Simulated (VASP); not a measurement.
# Na (P6_3/mmc) in VASP: further runs

The runs below take Na through single point, with PBE.

Everything below comes from runs of VASP 6.6.1. Logs are shortened: lines on timing, memory, paths and dates and some standing lists are left out, and cuts for length are marked.

### Step 1. Starting point

It takes space group P6_3/mmc (No. 194, hexagonal). Conventional cell: a = 3.767 Å, b = 3.767 Å, c = 6.154 Å, α = 90.00°, β = 90.00°, γ = 120.00°. Around Na (site symmetry -6m2) lie 12 Na at 3.77 Å.

This isn't the form of Na at room conditions, which is bcc.

### Step 2. Single point, PBE

INCAR reads:

```
SYSTEM = Na
PREC     = Accurate       ! precision mode
ENCUT    = 520            ! plane-wave cutoff, eV
EDIFF    = 1E-6           ! SCF threshold, eV
ISMEAR   = 0              ! smearing method
SIGMA    = 0.2            ! smearing width, eV
LREAL    = Auto         
LASPH    = .TRUE.         ! aspherical terms in the spheres
NELM     = 100            ! most SCF steps
ALGO     = Normal         ! electronic algorithm
ISIF     = 2              ! what is computed and relaxed
LWAVE    = .FALSE.        ! write WAVECAR
LCHARG   = .FALSE.        ! write CHGCAR
GGA      = PE             ! functional
NBANDS   = 14             ! bands
ADDGRID  = .FALSE.
```

KPOINTS reads:

```
regular mesh
0
G
  12 12 7
  0 0 0
```

POSCAR reads:

```
Na
1.0
    3.7670000000      0.0000000000      0.0000000000
   -1.8835000000      3.2623176961      0.0000000000
    0.0000000000      0.0000000000      6.1540000000
Na
2
Direct
    0.6607270000      0.3253030000      0.7651560000
    0.3322080000      0.6634530000      0.2738460000
```

Potentials or basis: VASP PAW PBE potentials, release 64 (Na_pv).

The run is started by

```sh
$ cat potpaw_PBE.64/Na_pv/POTCAR > POTCAR
$ mpirun -np 1 vasp_std > vasp.out
```

OUTCAR:

```text
SYSTEM = Na
   PREC = Accurate
   ENCUT = 520
   EDIFF = 1E-6
   ISMEAR = 0
   LREAL = Auto
   LASPH = .TRUE.
   NELM = 100
   ISIF = 2
   GGA = PE

 Found    506 irreducible k-points:

 Following reciprocal coordinates:
            Coordinates               Weight
  0.000000  0.000000  0.000000      1.000000
  0.083333  0.000000  0.000000      2.000000
  0.000000  0.083333  0.000000      2.000000
 -0.083333  0.083333  0.000000      2.000000
  0.166667 -0.000000  0.000000      2.000000
  0.000000  0.166667  0.000000      2.000000
   k-points           NKPTS =    506   k-points in BZ     NKDIM =    506   number of bands    NBANDS=     14
   number of dos      NEDOS =    301   number of ions     NIONS =      2
   total plane-waves  NPLWV =  37632
   dimension x,y,z NGX =    28 NGY =   28 NGZ =   48
   dimension x,y,z NGXF=    56 NGYF=   56 NGZF=   96
   ions per type =               2
   NGX,Y,Z   is equivalent  to a cutoff of  12.36, 12.36, 12.97 a.u.
   NGXF,Y,Z  is equivalent  to a cutoff of  24.71, 24.71, 25.93 a.u.
 SYSTEM =  Na
   PREC   = accura    normal or accurate (medium, high low for compatibility)
   ISTART =      0    job   : 0-new  1-cont  2-samecut
   ICHARG =      2    charge: 1-file 2-atom 10-const
   ISPIN  =      1    spin polarized calculation?
   LNONCOLLINEAR =      F non collinear calculations
   LSORBIT =      F    spin-orbit coupling
   LASPH  =      T    aspherical Exc in radial PAW
   ENCUT  =  520.0 eV  38.22 Ry    6.18 a.u.   7.00  7.00 11.44*2*pi/ulx,y,z
   NELM   =    100;   NELMIN=  2; NELMDL= -5     # of ELM steps
   EDIFF  = 0.1E-05   stopping-criterion for ELM
   LREAL  =      T    real-space projection
   EDIFFG = 0.1E-04   stopping-criterion for IOM
   NSW    =      0    number of steps for IOM
   IBRION =     -1    ionic relax: 0-MD 1-quasi-New 2-CG
   NFREE  =      0    steps in history (QN), initial steepest desc. (CG)
   ISIF   =      2    stress and relaxation
   ISYM   =      2    0-nonsym 1-usesym 2-fastsym
   POTIM  = 0.5000    time-step for ionic-motion
   TEBEG  =    0.0;   TEEND  =   0.0 temperature during run
   PSTRESS=    0.0 pullay stress
   NELECT =      14.0000    total number of electrons
   NUPDOWN=      -1.0000    fix difference up-down
   EMIN   =  10.00;   EMAX   =-10.00  energy-range for DOS
   EFERMI =   0.00;   METHOD = LEGACY
   ISMEAR =     0;   SIGMA  =   0.20  broadening in eV -4-tet -1-fermi 0-gaus
   EFERMI_NEDOS =   21; number of points for ismear=-14 and -15
   IALGO  =     38    algorithm
   IMIX   =      4    mixing-type and parameters
     AMIX     =   0.40;   BMIX     =  1.00
     AMIX_MAG =   1.60;   BMIX_MAG =  1.00
  volume/ion in A,a.u.               =      37.81       255.18
  Fermi-wavevector in a.u.,A,eV,Ry     =   0.933020  1.763153 11.844235  0.870527
  Thomas-Fermi vector in A             =   2.059678
   LORBIT       =      0    0 simple, 1 ext, 2 COOP (PROOUT), +10 PAW based schemes
   GGA     = PE    functional components
   LHFCALC =     F    Hartree Fock is set to
   AEXX    =    0.0000 exact exchange contribution
   IVDW    =     0    specifies the selected vdW correction
   LEPSILON=     F    determine dielectric tensor
   LRPA    =     F    only Hartree local field effects (RPA)
 non-spin polarized calculation
 Gauss-broadening in eV      SIGMA  =   0.20
  energy-cutoff  :      520.00
  volume of cell :       75.63
 maximum number of plane-waves:      2059
   NGX = 13   NGY = 13   NGZ = 23

 number of electron      13.9999997 magnetization

 Free energy of the ion-electron system (eV)
  ---------------------------------------------------
  ext. energy  EPLUGINS =         0.00000000
  ---------------------------------------------------
  free energy    TOTEN  =        -2.63154944 eV

  energy without entropy =       -2.61110400  energy(sigma->0) =       -2.62132672

 E-fermi :   0.2695     XC(G=0):  -6.4499

 val. band max:        0.2542324215   @ k =  -0.1667   0.0833   0.1429
 cond. band min:       0.3438894470   @ k =   0.0833  -0.3333   0.2857
 fundamental gap:      0.0896570255
 Fermi energy:         0.2695329700

 k-point     1 :       0.0000    0.0000    0.0000
  band No.  band energies     occupation
      1     -24.6731      2.00000
      2     -24.6454      2.00000
      3     -24.6451      2.00000
      4     -24.6407      2.00000
      5     -24.6406      2.00000
      6     -24.6404      2.00000
      7      -2.9658      2.00000
      8       0.8247      0.00009
      9       1.2090      0.00000
     10      10.1400      0.00000
     11      10.1479      0.00000
     12      10.4765      0.00000
     13      10.4903      0.00000
     14      10.6402      0.00000

 k-point     2 :       0.0833    0.0000    0.0000
  band No.  band energies     occupation
      1     -24.6724      2.00000
      2     -24.6468      2.00000
      3     -24.6459      2.00000
      4     -24.6423      2.00000
      5     -24.6410      2.00000
      6     -24.6407      2.00000
      7      -2.8644      2.00000
      8       0.9149      0.00001
      9       1.3080      0.00000
     10       8.4828      0.00000
     11       9.3907      0.00000
     12       9.8159      0.00000
     13      11.3515      0.00000
     14      11.4134      0.00000

 k-point     3 :       0.0000    0.0833    0.0000
  band No.  band energies     occupation
      1     -24.6724      2.00000
      2     -24.6471      2.00000
      3     -24.6456      2.00000
      4     -24.6424      2.00000
      5     -24.6409      2.00000
      6     -24.6407      2.00000
      7      -2.8644      2.00000
      8       0.9149      0.00001
      9       1.3080      0.00000
     10       8.4860      0.00000
     11       9.3908      0.00000
     12       9.8145      0.00000
     13      11.3450      0.00000
     14      11.4165      0.00000

 k-point     4 :      -0.0833    0.0833    0.0000
  band No.  band energies     occupation
      1     -24.6724      2.00000
      2     -24.6469      2.00000
      3     -24.6458      2.00000
      4     -24.6423      2.00000
      5     -24.6409      2.00000
      6     -24.6407      2.00000
      7      -2.8644      2.00000
      8       0.9149      0.00001
      9       1.3080      0.00000
     10       8.4844      0.00000
     11       9.3908      0.00000
     12       9.8152      0.00000
     13      11.3477      0.00000
     14      11.4156      0.00000

 k-point     5 :       0.1667   -0.0000    0.0000
  band No.  band energies     occupation
      1     -24.6703      2.00000
      2     -24.6513      2.00000
      3     -24.6473      2.00000
      4     -24.6469      2.00000
      5     -24.6418      2.00000
      6     -24.6415      2.00000
      7      -2.5613      2.00000
      8       1.1859      0.00000
      9       1.6010      0.00000
     10       6.6245      0.00000
     11       8.6478      0.00000
     12       8.8437      0.00000
     13       9.9844      0.00000
     14      10.9710      0.00000

 k-point     6 :       0.0000    0.1667    0.0000
  band No.  band energies     occupation
      1     -24.6703      2.00000
      2     -24.6515      2.00000
      3     -24.6471      2.00000
      4     -24.6469      2.00000
      5     -24.6417      2.00000
      6     -24.6416      2.00000
      7      -2.5613      2.00000
      8       1.1859      0.00000
      9       1.6008      0.00000
     10       6.6277      0.00000
     11       8.6476      0.00000
     12       8.8470      0.00000
     13       9.9818      0.00000
     14      10.9523      0.00000

 [... further k-points ...]

------------------------ aborting loop because EDIFF is reached ----------------------------------------

  FORCE on cell =-STRESS in cart. coord.  units (eV):
  Direction    XX          YY          ZZ          XY          YZ          ZX
  --------------------------------------------------------------------------------------
  -------------------------------------------------------------------------------------
  Total       -0.0514823     -0.0411638     -0.0687064     -0.0033215      0.0003829      0.0004480
  in kB       -1.0906604     -0.8720598     -1.4555537     -0.0703668      0.0081123      0.0094916
  external PRESSURE =      -1.1394247 kB  Pullay stress =       0.0000000 kB

 VOLUME and BASIS-vectors are now :
 -----------------------------------------------------------------------------
  energy-cutoff  :      520.00
  volume of cell :       75.63
      direct lattice vectors                 reciprocal lattice vectors
     3.767000000  0.000000000  0.000000000     0.265463233  0.153265269  0.000000000
    -1.883500000  3.262317696  0.000000000     0.000000000  0.306530538  0.000000000
     0.000000000  0.000000000  6.154000000     0.000000000  0.000000000  0.162495938

 POSITION                                       TOTAL-FORCE (eV/Angst)
 -----------------------------------------------------------------------------------
      1.87625      1.06124      4.70877         0.000926      0.002403      0.036111
      0.00181      2.16439      1.68525        -0.000926     -0.002403     -0.036111
 -----------------------------------------------------------------------------------
    total drift:                               -0.000048      0.000082     -0.000053

  FREE ENERGIE OF THE ION-ELECTRON SYSTEM (eV)
  ---------------------------------------------------
  free  energy   TOTEN  =        -2.6315494413 eV

  energy  without entropy=       -2.6111039988  energy(sigma->0) =       -2.62132672
```

Run time: 4.3 min. Hardware: 1 thread of Intel Xeon Platinum 8488C (Sapphire Rapids), shared host; peak memory 0.41 GiB.

These settings aren't checked as converged: the numbers below hold their error.

What came out:

| Quantity | Value |
| --- | --- |
| Free energy | -2.6315 eV |
| Pressure | -0.1 GPa |
| Largest force | 0.036 eV/Å |
| Band gap on the k mesh | none (metal or under the smearing width) |

### Step 3. Single point, PBE

Edit INCAR of step 2 so:

```diff
@@ -3,6 +3,6 @@
 ENCUT    = 520            ! plane-wave cutoff, eV
-EDIFF    = 1E-6           ! SCF threshold, eV
+EDIFF    = 1E-4           ! SCF threshold, eV
 ISMEAR   = 0              ! smearing method
 SIGMA    = 0.2            ! smearing width, eV
-LREAL    = Auto         
+LREAL    = .FALSE.        ! projectors in reciprocal space
 LASPH    = .TRUE.         ! aspherical terms in the spheres
```

KPOINTS is that of step 2.

POSCAR reads:

```
Na
1.0
    3.7670000000      0.0000000000      0.0000000000
   -1.8835000000      3.2623176961      0.0000000000
    0.0000000000      0.0000000000      6.1540000000
Na
2
Direct
    0.6666666667      0.3333333333      0.7500000000
    0.3333333333      0.6666666667      0.2500000000
```

Potentials or basis: VASP PAW PBE potentials, release 64 (Na_pv).

The run is started by

```sh
$ cat potpaw_PBE.64/Na_pv/POTCAR > POTCAR
$ mpirun -np 1 vasp_std > vasp.out
```

Run time: 24 s. Hardware: 1 thread of Intel Xeon Platinum 8488C (Sapphire Rapids), shared host; peak memory 0.2 GiB.

These settings aren't checked as converged: the numbers below hold their error.

What came out:

```
Free energy            : -2.6324 eV
Pressure               : -0.3 GPa
Band gap on the k mesh : none (metal or under the smearing width)
```

### Step 4. Single point, PBE

INCAR is that of step 3.

KPOINTS is that of step 3.

POSCAR reads:

```
Na
1.0
    3.7670000000      0.0000000000      0.0000000000
   -1.8835000000      3.2623176961      0.0000000000
    0.0000000000      0.0000000000      6.1540000000
Na
2
Direct
    0.6607270000      0.3253030000      0.7651560000
    0.3322080000      0.6634530000      0.2738460000
```

The run is started by

```sh
$ cat potpaw_PBE.64/Na_pv/POTCAR > POTCAR
$ mpirun -np 1 vasp_std > vasp.out
```

Wall time 2.5 min (1 thread of Intel Xeon Platinum 8488C (Sapphire Rapids), shared host); peak memory 0.47 GiB.

The run converged, but some of its settings lie outside the range that counts as converged, so its numbers aren't taken as properties of the crystal.

What came out:

| Quantity | Value |
| --- | --- |
| Free energy | -2.6313 eV |
| Pressure | -0.3 GPa |
| Largest force | 0.039 eV/Å |
| Band gap on the k mesh | none (metal or under the smearing width) |
